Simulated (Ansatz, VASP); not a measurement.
# ZnSe (Stilleite): VASP beside Ansatz

Aim: how closely do two programs agree when they are given the same cell, functional and k mesh? The cell is taken from a series of VASP runs on this material, whose earlier steps may have relaxed, scaled or displaced it; both programs get it as it stands.

Main program and level: Ansatz 0.2.0; plane waves, with VASP 6.6.1 beside it; relaxation of cell and atoms at LDA.

## (1) Starting point

Symmetry: F-43m, No. 216, cubic system. The conventional cell has a = 5.577 Å, b = 5.577 Å, c = 5.577 Å, α = 90.00°, β = 90.00°, γ = 90.00°. Nearest to Se lie 4 Zn at 2.41 Å. Nearest to Zn lie 4 Se at 2.41 Å. Farther neighbours and most contacts between anions are not listed.

Structure file:

```cif
data_structure
_symmetry_space_group_name_H-M 'F-43m'
_symmetry_Int_Tables_number 216
_cell_length_a 5.5766
_cell_length_b 5.5766
_cell_length_c 5.5766
_cell_angle_alpha 90.000
_cell_angle_beta 90.000
_cell_angle_gamma 90.000
_cell_volume 173.43
loop_
_atom_site_label
_atom_site_type_symbol
_atom_site_symmetry_multiplicity
_atom_site_Wyckoff_symbol
_atom_site_fract_x
_atom_site_fract_y
_atom_site_fract_z
_atom_site_occupancy
Se1 Se 4 c 0.25000 0.25000 0.25000 1
Zn1 Zn 4 a 0.00000 0.00000 0.00000 1
```

## (2) VASP: relaxation of cell and atoms, LDA

The relaxed volume is the usual yardstick between codes: its relative difference is about their pressure difference at one cell divided by the bulk modulus.

Lines of VASP's logs that name or quote its potential files are left out, and so is its time.

INCAR

```
SYSTEM = ZnSe
PREC = Accurate
ENCUT = 450
EDIFF = 1E-06
NELM = 100
ISMEAR = 0
SIGMA = 0.03
LREAL = .FALSE.
ALGO = Normal
GGA = CA
NBANDS = 15
LORBIT = 11
LWAVE = .FALSE.
LCHARG = .FALSE.
KPAR = 4
IBRION = 2
NSW = 50
ISIF = 3
EDIFFG = -0.006
```

POSCAR

```
ZnSe
1.0
    0.0000000000      2.7883224593      2.7883224593
    2.7883224593      0.0000000000      2.7883224593
    2.7883224593      2.7883224593      0.0000000000
Se Zn
1 1
Direct
    0.7500000000      0.7500000000      0.7500000000
    0.0000000000      0.0000000000      0.0000000000
```

KPOINTS

```
Automatic mesh
0
Gamma
6 6 6
0 0 0
```

Potentials, in the order of the species: Se and Zn (LDA family, release 64).

On the command line:

```bash
$ mpirun -np 4 vasp_std
```

Numbers of over 12 decimals in the logs are rounded to 6 here.

Output:

```text
[banner, memory and clock lines left out]
running    4 mpi-ranks, on    1 nodes
 distrk:  each k-point on    1 cores,    4 groups
 distr:  one band on    1 cores,    1 groups

 POSCAR found type information on POSCAR SeZn
 POSCAR found :  2 types and       2 ions
 LDA part: xc-table for (Slater(with rela. corr.)+CA(PZ))
 , standard interpolation
 POSCAR, INCAR and KPOINTS ok, starting setup
 FFT: planning ... GRIDC
 FFT: planning ... GRID_SOFT
 FFT: planning ... GRID
 WAVECAR not read
 entering main loop
       N       E                     dE             d eps       ncg     rms          rms(c)
DAV:   1     0.831743827376E+02    0.83174E+02   -0.84029E+03   480   0.128E+03
DAV:   2    -0.233181907139E+01   -0.85506E+02   -0.80757E+02   522   0.247E+02
DAV:   3    -0.763305467819E+01   -0.53012E+01   -0.52795E+01   627   0.630E+01
DAV:   4    -0.767857855319E+01   -0.45524E-01   -0.45518E-01   550   0.593E+00
DAV:   5    -0.767882741858E+01   -0.24887E-03   -0.24886E-03   662   0.414E-01    0.524E+00
DAV:   6    -0.739651498325E+01    0.28231E+00   -0.59194E-01   663   0.271E+01    0.396E+00
DAV:   7    -0.737016041641E+01    0.26355E-01   -0.16742E-01   564   0.410E+00    0.164E+00
DAV:   8    -0.736575286087E+01    0.44076E-02   -0.35316E-03   726   0.811E-01    0.429E-01
DAV:   9    -0.736518713581E+01    0.56573E-03   -0.94913E-04   564   0.262E-01    0.598E-02
DAV:  10    -0.736520488729E+01   -0.17751E-04   -0.11734E-04   608   0.111E-01    0.189E-02
DAV:  11    -0.736519768537E+01    0.72019E-05   -0.15574E-05   734   0.619E-02    0.441E-03
DAV:  12    -0.736519772772E+01   -0.42349E-07   -0.25887E-06   571   0.116E-02
   1 F= -.73651977E+01 E0= -.73651977E+01  d E =-.736520E+01
 curvature:   0.00 expect dE= 0.000E+00 dE for cont linesearch  0.000E+00
 trial: gam= 0.00000 g(F)=  0.354E-47 g(S)=  0.940E-05 ort = 0.000E+00 (trialstep = 0.100E+01)
 search vector abs. value=  0.940E-05
 reached required accuracy - stopping structural energy minimisation
```

Parts of OUTCAR (step 2):

```text
ion  position               nearest neighbor table
   1  0.750  0.750  0.750-   2 2.41   2 2.41   2 2.41   2 2.41
   2  0.000  0.000  0.000-   1 2.41   1 2.41   1 2.41   1 2.41

  LATTYP: Found a face centered cubic cell.
 ALAT       =     5.5766449186

 Subroutine GETGRP returns: Found 24 space group operations
 (whereof 24 operations were pure point group operations)

The static configuration has the point symmetry T_d .

 Found     16 irreducible k-points:

   k-points           NKPTS =     16   k-points in BZ     NKDIM =     16   number of bands    NBANDS=     15

   dimension x,y,z NGX =    28 NGY =   28 NGZ =   28
   dimension x,y,z NGXF=    56 NGYF=   56 NGZF=   56

   ENCUT  =  450.0 eV  33.07 Ry    5.75 a.u.   6.82  6.82  6.82*2*pi/ulx,y,z

   NELECT =      18.0000    total number of electrons

 k-points in reciprocal lattice and weights: Automatic mesh
   0.00000000  0.00000000  0.00000000       0.005
   0.16666667  0.00000000  0.00000000       0.037
   0.33333333  0.00000000  0.00000000       0.037
   0.50000000  0.00000000  0.00000000       0.019
   0.16666667  0.16666667  0.00000000       0.028
   0.33333333  0.16666667  0.00000000       0.111
   0.50000000  0.16666667  0.00000000       0.111
  -0.33333333  0.16666667  0.00000000       0.111
  -0.16666667  0.16666667  0.00000000       0.056
[...]
-0.33333333  0.33333333  0.16666667       0.111
  -0.33333333  0.50000000  0.16666667       0.056

 average (electrostatic) potential at core
       1 -61.8330       2 -37.8902

 E-fermi :   2.1239

 k-point     1 :       0.0000    0.0000    0.0000
  band No.  band energies     occupation
    ...
      5      -4.5155      2.00000
      6      -4.5155      2.00000
      7       1.9502      2.00000
      8       1.9502      2.00000
      9       1.9502      2.00000
     10       3.2167      0.00000
     11       7.6319      0.00000
     12       7.6319      0.00000
     13       7.6319      0.00000
     14      11.7828      0.00000
    ...

 k-point     2 :       0.1667    0.0000    0.0000
  band No.  band energies     occupation
    ...
      5      -4.5176      2.00000
      6      -4.5176      2.00000
      7      -0.0806      2.00000
      8       1.6707      2.00000
      9       1.6707      2.00000
     10       4.4993      0.00000
     11       7.7448      0.00000
     12       8.0619      0.00000
     13       8.0619      0.00000
     14      12.4108      0.00000
    ...

 k-point     3 :       0.3333    0.0000    0.0000
  band No.  band energies     occupation
    ...
      5      -4.5085      2.00000
      6      -4.5085      2.00000
      7      -2.3716      2.00000
      8       1.2044      2.00000
      9       1.2044      2.00000
     10       4.5560      0.00000
     11       8.3325      0.00000
     12       8.3325      0.00000
     13       9.5337      0.00000
     14      12.2268      0.00000
    ...

  Total       -0.0113992     -0.0113992     -0.0113992     -0.0000000      0.0000000     -0.0000000
  in kB       -0.4212352     -0.4212352     -0.4212352     -0.0000000      0.0000000     -0.0000000
  external PRESSURE =      -0.4212352 kB  Pullay stress =       0.0000000 kB

  energy-cutoff  :      450.00
  volume of cell :       43.36
      direct lattice vectors                 reciprocal lattice vectors
     0.000000000  2.788322459  2.788322459    -0.179319289  0.179319289  0.179319289
     2.788322459  0.000000000  2.788322459     0.179319289 -0.179319289  0.179319289
     2.788322459  2.788322459  0.000000000     0.179319289  0.179319289 -0.179319289

 POSITION                                       TOTAL-FORCE (eV/Angst)
 -----------------------------------------------------------------------------------
      4.18248      4.18248      4.18248        -0.000000     -0.000000      0.000000
      0.00000      0.00000      0.00000         0.000000      0.000000     -0.000000
 -----------------------------------------------------------------------------------
    total drift:                               -0.000001     -0.000001     -0.000001

  FREE ENERGIE OF THE ION-ELECTRON SYSTEM (eV)
  ---------------------------------------------------
  free  energy   TOTEN  =        -7.3651977277 eV

  energy  without entropy=       -7.3651977277  energy(sigma->0) =       -7.36519773

 reached required accuracy - stopping structural energy minimisation

 total charge
# of ion       s       p       d       tot
------------------------------------------
    1        1.439   2.442   0.035   3.916
    2        0.556   0.494   9.789  10.839
--------------------------------------------------
tot          1.995   2.936   9.824  14.755

[... 3 further parts left out ...]
```

CONTCAR:

```
ZnSe
   1.00000000000000
     0.0000000000000000    2.7883224592999998    2.7883224592999998
     2.7883224592999998    0.0000000000000000    2.7883224592999998
     2.7883224592999998    2.7883224592999998    0.0000000000000000
  Se              Zn
     1     1
Direct
     0.7500000000000000    0.7500000000000000    0.7500000000000000
     0.0000000000000000    0.0000000000000000    0.0000000000000000
```

The run keeps the 24 symmetry operations of its start, so it cannot find a distortion of lower symmetry.

## (3) Ansatz: relaxation of cell and atoms, LDA

Ansatz runs on its default PAW (the set named soft_2) files.

The same cell, functional (in two slightly different forms), mesh and smearing now go to Ansatz, which takes its cutoff from its data sets.

input.yaml

```yaml
crystal:
  lattice:
    - [0.0, 2.7883224593, 2.7883224593]
    - [2.7883224593, 0.0, 2.7883224593]
    - [2.7883224593, 2.7883224593, 0.0]
  atoms:
    - { symbol: Se, position: [0.75, 0.75, 0.75] }
    - { symbol: Zn, position: [0.0, 0.0, 0.0] }
hamiltonian:
  xc: lda
  pseudopotentials: { kind: paw }
kpoints:
  mp_grid: { grid: [6, 6, 6] }
scf:
  occupations: { method: gaussian, width: 0.03 }
relax:
  f_tol: 0.01
  max_steps: 60
  cell: { stress_tol: 0.05 }
output:
  forces: true
  stress: true
```

On the command line:

```bash
$ ansatz run input.yaml --threads 4 --pin off --max-ram 9216MiB --backend cpu --events-out ev --progress --plain --runs-dir out
```

Output:

```text
Engine: ansatz 0.2.0, aarch64-unknown-linux-gnu
Pseudopotentials: kind: paw
Pseudopotential: Se, paw, valence charge 16, recommended cutoff 420 eV (normal), Se.paw.azcp
Pseudopotential: Zn, paw, valence charge 12, recommended cutoff 420 eV (normal), Zn.paw.azcp
Functional definition: SPW92
  exchange = slater_x
  correlation = pw_c
Crystal: 2 atoms, lattice volume = 43.357 Å³
Basis set: ecut = 420 eV, 869 PW (Γ)
Bands: 18, of which v1, the nominal top of the filled ones, is band 14 counted from 1 (13 counted from 0)
Symmetry: 24 space group operations
Space group: F-43m (ITA 216), of the structure as read, at distance tolerance 3.5e-5 Å
k-points: 16 of 216 (time reversal used)
Non-local potential: Se, projectors of the file, l = 0: 2, l = 1: 2, l = 2: 3, l = 3: 1
Non-local potential: Zn, projectors of the file, l = 0: 2, l = 1: 2, l = 2: 3, l = 3: 1
PAW form: soft (Blöchl's): semilocal exchange-correlation on the pseudo side does not see the compensation charge
PAW frozen core: Se, regenerated for the run's functional, and the local potential with it (the file was generated under x = pbe(κ = 0.804, μ = 0.219515), c = pbe(β = 0.066725))
PAW frozen core: Zn, regenerated for the run's functional, and the local potential with it (the file was generated under x = pbe(κ = 0.804, μ = 0.219515), c = pbe(β = 0.066725))
PAW one-centre angular grid: Se, 590 points (default); XC on 64 Gauss nodes
PAW one-centre angular grid: Zn, 590 points (default); XC on 64 Gauss nodes
Initial density: superposition of atomic densities (neutral atoms: chi_scale 0, normalization atom), corrected by the library's trained network
Initial wavefunctions: pseudopotential atomic-orbital guess
Functional: x = slater, c = lda
SCF iter   1: F=—  HF=-8630.845769 eV  |F-HF|=—  |Δ(HF+E_count)|=         —  Δρ=5.24e-3  dr2=6.40e-3  ethr=1.77e-3  ⟨swp⟩=5.8  Hψ=1469  notcnv=0
preconditioner: auto → none  [insulator: Δε(μ)=1.195 eV  Ē_g=12.101 eV  σ=0.030 eV  W_gap=1.00  n_scr=14 (ndim 8)  ℏωp=23.9 eV  f_vac=0.104  D(μ)=0.00/eV (n_scr^D=0)  ε∞_Penn≈4.9]
SCF iter   2: F=—  HF=-8630.843782 eV  |F-HF|=—  |Δ(HF+E_count)|=   1.99e-3  Δρ=1.98e-3  dr2=8.44e-4  ethr=2.29e-5  ⟨swp⟩=2.0  Hψ=608  notcnv=0
SCF iter   3: F=—  HF=-8630.843672 eV  |F-HF|=—  |Δ(HF+E_count)|=   1.10e-4  Δρ=1.44e-3  dr2=3.92e-4  ethr=3.02e-6  ⟨swp⟩=2.0  Hψ=443  notcnv=0
SCF iter   4: F=—  HF=-8630.843566 eV  |F-HF|=—  |Δ(HF+E_count)|=   1.06e-4  Δρ=2.35e-4  dr2=1.93e-5  ethr=1.40e-6  ⟨swp⟩=2.0  Hψ=415  notcnv=0
SCF iter   5: F=—  HF=-8630.843556 eV  |F-HF|=—  |Δ(HF+E_count)|=   9.73e-6  Δρ=1.98e-5  dr2=1.87e-7  ethr=6.89e-8  ⟨swp⟩=2.0  Hψ=421  notcnv=0
SCF iter   6: F=-8630.843556 eV  HF=-8630.843556 eV  |F-HF|=3.12e-8  |Δ(HF+E_count)|=   5.52e-8  Δρ=4.88e-6  dr2=6.50e-9  ethr=3.57e-10  ⟨swp⟩=4.9  Hψ=1092  notcnv=0
SCF 1 converged in 6 iterations: F = -8630.843556 eV  dr2 = 6.50e-9
  greatest PAW one-centre occupation: 1.000 electrons in one spin orbital (limit 2), on the Se atom at site 0 (counted from 0), in its partial waves of l = 2
relax step   1: F+E_penalty+E_count = -8630.84355594 eV  Δ(F+E_penalty+E_count) = +0.000e0 eV  max|allowed force component| = 1.596e-16 eV/Å  Δτ_max = 0.0000 Å  P = -0.323 GPa  Ω = 43.357 Å³  (6 SCF iters, dr2 threshold 1.00e-7 eV, accepted)
[...]
relax step   2: F+E_penalty+E_count = -8630.84378403 eV  Δ(F+E_penalty+E_count) = -2.281e-4 eV  max|allowed force component| = 5.089e-17 eV/Å  Δτ_max = 0.0000 Å  P = -0.088 GPa  Ω = 43.213 Å³  energy of the carried Pulay correction = +4.291e-5 eV  (4 SCF iters, dr2 threshold 2.00e-7 eV, accepted)
[...]
relax step   3: F+E_penalty+E_count = -8630.84381464 eV  Δ(F+E_penalty+E_count) = -3.061e-5 eV  max|allowed force component| = 2.544e-17 eV/Å  Δτ_max = 0.0000 Å  P = +0.001 GPa  Ω = 43.159 Å³  energy of the carried Pulay correction = +5.893e-5 eV  (4 SCF iters, dr2 threshold 1.94e-8 eV, accepted)
[...]
relax step   4: F+E_penalty+E_count = -8630.84376213 eV  Δ(F+E_penalty+E_count) = +5.251e-5 eV  max|allowed force component| = 2.429e-17 eV/Å  Δτ_max = 0.0000 Å  P = +0.001 GPa  Ω = 43.159 Å³  stress off target by 6.13e-4 GPa  SCF on the basis re-selected at this cell (its energy is not comparable with the rows above)  (4 SCF iters)
basis re-selected at this cell: Δ(F+E_penalty+E_count) = +5.251e-5 eV, ΔP = -0.000 GPa vs the last step (what re-selecting the basis moved, of the pressure what is left beyond the Pulay correction that the steps carried, after the strain that the cell walked since its last selection, with what the two solves' SCF thresholds leave and, on support functions, any second-order correction that the steps lacked; it is no m [...]
SCF converged after 4 iterations
Free energy (F): -8630.843762 eV
Harris-Foulkes:  -8630.843762 eV  (|F-HF|=0.00e0)
Internal energy: -8630.843762 eV  (E = F + TS)
E sigma→0 (E₀):  -8630.843762 eV
Fermi energy:    7.829897 eV
--- Per-component energies (eV) ---
  E_band       = -377.482657
  E_kinetic    = 252.164110
  E_local      = -4323.606361  (includes V_loc(G=0)·N_el)
  E_nonlocal   = 27.357160
  E_hartree    = 2001.717213
  E_xc         = -239.790757
  E_vxc        = -152.897406  (∫ρ·V_xc dr)
  E_paw        = -3582.923163  (= ΣΔE_a)
  E_vpaw       = -183.933554  (= ΣTr[D̂ρ^β])
  E_aug_tail   = -0.000958  (compensation charges beyond the density's cutoff)
  E_ewald      = -2769.535511
  E_core_change = 3.774504  (= ΣΔE_core)
  E_smearing   = -0.000000  (= −TS)
  E_closure    = 0.000000  (closes the sum)
  Σ components = -8630.843762   (vs F -8630.843762, Δ=0.00e0)
--- Forces (eV/Å), atoms counted from 1 ---
  atom   1  Se     0.00000000    -0.00000000    -0.00000000
  atom   2  Zn     0.00000000     0.00000000     0.00000000
  max |Σ_I F_I| component: 2.54e-17 eV/Å
--- Stress (GPa, compression-positive) ---
        0.000613       0.000000      -0.000000
        0.000000       0.000613       0.000000
       -0.000000       0.000000       0.000613
  P = ⅓ Tr σ = 0.0006 GPa (0.006 kbar)
--- Relaxed structure (3 steps of the walk, 3 accepted, 1 SCFs on fresh bases) ---
  F+E_penalty+E_count = -8630.84376213 eV   max|allowed force component| = 2.429e-17 eV/Å   (the final SCF, on the basis selected at the relaxed cell)
  cell:  # Å, volume = 43.1594 Å³
    - [0, 2.784080, 2.784080]
    - [2.784080, 0, 2.784080]
    - [2.784080, 2.784080, 0]
  atoms:
    - { symbol: Se, position: [0.750000, 0.750000, 0.750000] }
    - { symbol: Zn, position: [0, 0, 0] }
```

The job ended after 2 s (4 threads of Arm Neoverse V1, shared host; peak memory 0.32 GiB; 5.1 s of CPU time).

## (4) Differences

Known differences besides the potentials themselves: the two LDA forms differ slightly; both relaxations stop at a tolerance, which leaves soft axes loose, and VASP keeps its plane-wave basis; the data sets hold 28 valence electrons in Ansatz (default PAW (the set named soft_2) files) and 18 in VASP; the cutoff is 420 eV in Ansatz and 450 eV in VASP; VASP's log shows a relativistic correction to its local exchange, Ansatz's none; Ansatz adds a Pulay correction to the stress that steers its cell, VASP none. Total energies have different zeros and are not compared.

Both answers:

```
                                         quantity  Ansatz   VASP  difference
                                      volume (Å³)   43.16  43.36     -0.46 %
edge a after relaxation, in the typed setting (Å)   3.937  3.943     -0.15 %
```

The walks stopped with 0.00 GPa left in Ansatz and -0.04 GPa in VASP; each walk ends within a tolerance, so the volume difference is uncertain by about these residues over the bulk modulus, most in soft cells.

## (5) What came out

| Quantity | Value |
| --- | --- |
| difference in volume (relaxation of cell and atoms, LDA) | -0.46 % |

What this shows: The difference in volume is -0.46 % (relaxation of cell and atoms, LDA), within the 1.2 % picked in this series as the mark of a large difference, as far as the stopping tolerances let one tell. How closely two codes agree says nothing of how well the functional describes the real material.

[Lines on the potential files, build, host, timing and source positions are cut from VASP's logs without a mark.]

[Logs are printed without paths, hosts, clocks, repeated set-up lines and the standing remarks that a program may print on its own settings, such as how far it seeks lower states.]

[Hosts, paths, dates, database ids (printed as entryN), source tags and the programs' standing remarks are cut or masked in the printed files.]
